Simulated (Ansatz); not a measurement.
**ZrO2 (P4_2/nmc): bands, slopes and optics on a fine k mesh**

Method: PBEsol, PAW on Ansatz 0.2.0's default frozen-core files (fitted under PBE), scalar-relativistic.

Cell and atoms were relaxed beforehand by PAW with this functional.

Launched as:

```sh
ansatz run input.yaml --threads 2 --pin off --max-ram 6144MiB --backend cpu --events-out ev --progress --plain --runs-dir out
```

Input file:

```yaml
crystal:
  lattice:
    - [3.5844768324, 0.0, 0.0]
    - [0.0, 3.5844768324, 0.0]
    - [0.0, 0.0, 5.1771664705]
  atoms:
    - { symbol: Zr, position: [0.0, 0.0, 0.0] }
    - { symbol: Zr, position: [0.5, 0.5, 0.5] }
    - { symbol: O, position: [0.0, 0.5, 0.201475967262] }
    - { symbol: O, position: [0.0, 0.5, 0.701475967262] }
    - { symbol: O, position: [0.5, 0.0, 0.298524032738] }
    - { symbol: O, position: [0.5, 0.0, 0.798524032738] }
kpoints:
  mp_grid: { grid: [6, 6, 4] }
scf:
  occupations: { method: fixed }
hamiltonian:
  xc: pbesol
  pseudopotentials: { kind: paw }
output:
  forces: true
  stress: true
  eigenvalues: true
  eigenstates:
    nscf_kmesh: { grid: [8, 8, 6] }
    de_dk: true
    e_range: [-9, 14.00815240551]
  optics:
    e_range: [0, 20]
    de: 0.2
    sigma: 0.2
    bands: { spectra_wanted_up_to: 20 }
    nscf_kmesh: { grid: [8, 8, 6] }
checkpoint:
  write: ck
  write_wavefunctions: false
```

Output:

```
Warning: RAYON_NUM_THREADS=2 ignored (pool sized by the plan → 2); use --threads N
Engine: ansatz 0.2.0, aarch64-unknown-linux-gnu
Pseudopotentials: kind: paw
Pseudopotential: Zr, paw, valence charge 12, recommended cutoff 420 eV (normal), Zr.paw.azcp
Pseudopotential: O, paw, valence charge 6, recommended cutoff 420 eV (normal), O.paw.azcp
Functional definition: PBEsol
  exchange = pbesol_x
  correlation = pbesol_c
Crystal: 6 atoms, lattice volume = 66.519 Å³
Basis set: ecut = 420 eV, 1277 PW (Γ), exchange–correlation on 48×48×72 points (8 copies of the dense FFT grid, shifted against one another)
Bands: 30, of which v1, the nominal top of the filled ones, is band 24 counted from 1 (23 counted from 0)
Symmetry: 16 space group operations
Space group: P42/nmc (ITA 137), of the structure as read, at distance tolerance 4.1e-5 Å
k-points: 30 of 144
Non-local potential: Zr, projectors of the file, l = 0: 3, l = 1: 2, l = 2: 2, l = 3: 2
Non-local potential: O, projectors of the file, l = 0: 2, l = 1: 2, l = 2: 1
PAW form: soft (Blöchl's): semilocal exchange-correlation on the pseudo side does not see the compensation charge
[... 22 lines left out ...]
SCF converged after 9 iterations
Free energy (F): -10511.384671 eV
Harris-Foulkes:  -10511.384671 eV  (|F-HF|=1.82e-12)
Internal energy: -10511.384671 eV  (E = F + TS)
E sigma→0 (E₀):  -10511.384671 eV
Fermi energy:    11.248488 eV
--- Per-component energies (eV) ---
  E_band       = -136.556781
  E_kinetic    = 1373.697853
  E_local      = -2315.489854  (includes V_loc(G=0)·N_el)
  E_nonlocal   = 347.520107
  E_hartree    = 760.807020
  E_xc         = -617.407912
  E_vxc        = -761.355490  (∫ρ·V_xc dr)
  E_paw        = -6407.153082  (= ΣΔE_a)
  E_vpaw       = -302.553483  (= ΣTr[D̂ρ^β])
  E_aug_tail   = 0.010029  (compensation charges beyond the density's cutoff)
  E_ewald      = -3653.841425
  E_core_change = 0.472593  (= ΣΔE_core)
  E_smearing   = -0.000000  (= −TS)
  E_closure    = -0.000000  (closes the sum)
  Σ components = -10511.384671   (vs F -10511.384671, Δ=0.00e0)
--- Forces (eV/Å), atoms counted from 1 ---
  atom   1  Zr     0.00000000     0.00000000     0.00000000
  atom   2  Zr     0.00000000     0.00000000    -0.00000000
  atom   3  O      0.00000000     0.00000000     0.00008154
  atom   4  O      0.00000000     0.00000000     0.00008154
  atom   5  O      0.00000000     0.00000000    -0.00008154
  atom   6  O      0.00000000     0.00000000    -0.00008154
  max |Σ_I F_I| component: 1.39e-17 eV/Å
--- Stress (GPa, compression-positive) ---
       -0.001742       0.000000       0.000000
        0.000000      -0.001742       0.000000
        0.000000       0.000000      -0.003573
  P = ⅓ Tr σ = -0.0024 GPa (-0.024 kbar)
--- Fermi surface from the table of eigenstates not read: on its mesh, or on one of the eight of every second point, the electrons fill whole bands (an insulator's do; a metal wants a denser output.eigenstates.nscf_kmesh) ---
```

The calculation finished and met its thresholds.

**Optical peaks**

Independent-particle optical response of a crystal from Kohn-Sham bands on the fine mesh, no local fields or excitons; Cartesian axes as in the input; highest local maxima between 0.6 eV and the top less 1.5 eV.

```
Fine mesh                             : 8, 8, 6
Window top                            : 20 eV
Line width                            : 0.2 eV
Highest loss peak energy x            : 13.57 eV
Highest loss peak height x            : 2.365
Highest eps2 peak energy x            : 7.869 eV
Highest eps2 peak height x            : 11.4
Highest loss peak energy z            : 13.23 eV
Highest loss peak height z            : 1.955
Highest eps2 peak energy z            : 8.431 eV
Highest eps2 peak height z            : 11.28
Dielectric electronic (x, y, z)       : 5.959, 5.959, 5.402
Refractive index at 1 eV, x-polarised : 2.46
Refractive index at 2 eV, x-polarised : 2.522
```

Optical constants:

Normal incidence from vacuum, light polarised along x.

* Fine mesh: 8, 8, 6
* Line width: 0.2 eV

```
photon energy (eV)  refractive index  extinction  reflectivity  loss function  absorption (×10⁵ cm⁻¹)
               0.8             2.453           0        0.1771              0                       0
               1.6             2.491           0        0.1824              0                       0
               2.4             2.564           0        0.1926              0                       0
               3.2             2.697           0        0.2107              0                       0
                 4             3.029       0.033        0.2537         0.0023                   0.132
               4.8             3.295       0.589        0.2987         0.0309                   2.864
               5.6             3.223       1.121        0.3247         0.0533                   6.364
               6.4             2.631       1.007        0.2588         0.0841                   6.534
               7.2             2.936       1.438        0.3312         0.0739                    10.5
                 8              2.59       2.168        0.4109         0.0863                   17.58
               8.8             1.859       2.052        0.3996         0.1298                    18.3
               9.6             1.568       2.072         0.424         0.1425                   20.16
              10.4             1.105       1.935        0.4593         0.1734                    20.4
              11.2             0.889        1.67        0.4406         0.2319                   18.95
                12              0.64       1.438        0.4617         0.2999                   17.49
              12.8             0.404       1.117         0.498         0.4536                   14.49
              13.6              0.49       0.422        0.1828          2.365                   5.818
              14.4             0.887       0.487        0.0657         0.8241                   7.103
              15.2             1.052       0.544        0.0663          0.582                   8.385
                16             0.945       0.552        0.0752         0.7268                   8.946
              16.8             0.979       0.416        0.0425          0.637                   7.086
              17.6             1.206       0.365        0.0351         0.3492                   6.505
              18.4             1.247       0.506        0.0597         0.3844                   9.428
              19.2             1.306       0.483        0.0588         0.3356                    9.39
                20               1.5       0.663        0.1031          0.275                   13.45
```

**Dielectric function**

* Fine mesh: 8, 8, 6
* Line width: 0.2 eV

```tsv
photon energy (eV)	dielectric real xx	dielectric imag xx	dielectric real zz	dielectric imag zz
0.8	6.017	0	5.447	0
1.6	6.206	0	5.588	0
2.4	6.576	0	5.858	0
3.2	7.275	0	6.333	0
4	9.174	0.198	7.276	0
4.8	10.51	3.879	9.72	1.613
5.6	9.131	7.228	8.089	5.257
6.4	5.909	5.301	6.768	5.145
7.2	6.551	8.446	9.361	6.68
8	2.012	11.23	3.943	10.25
8.8	-0.756	7.627	-0.787	10.3
9.6	-1.836	6.499	-2.843	5.811
10.4	-2.523	4.278	-1.749	3.716
11.2	-1.998	2.967	-2.54	2.469
12	-1.658	1.842	-1.251	1.257
12.8	-1.084	0.902	-0.52	0.755
13.6	0.062	0.414	0.658	0.539
14.4	0.55	0.863	0.91	1.259
15.2	0.81	1.145	0.649	1.287
16	0.589	1.043	0.601	1.194
16.8	0.784	0.814	1.018	0.761
17.6	1.321	0.88	1.395	0.998
18.4	1.3	1.261	1.313	1.17
19.2	1.472	1.26	1.918	1.223
20	1.81	1.99	2.017	2.156
```

Keep in mind: frozen-core PAW files fitted under PBE, their cores solved anew for the functional of the run; no spin-orbit coupling on heavy atoms; semilocal gaps are low, and what follows the gap (onsets, screening, light masses) shifts with it; this form is stable only when hot or under pressure; cold crystals distort or take another structure.

Cost: 57 s on 2 threads of Arm Neoverse V1, on a shared host, peak memory 1.2 GiB.
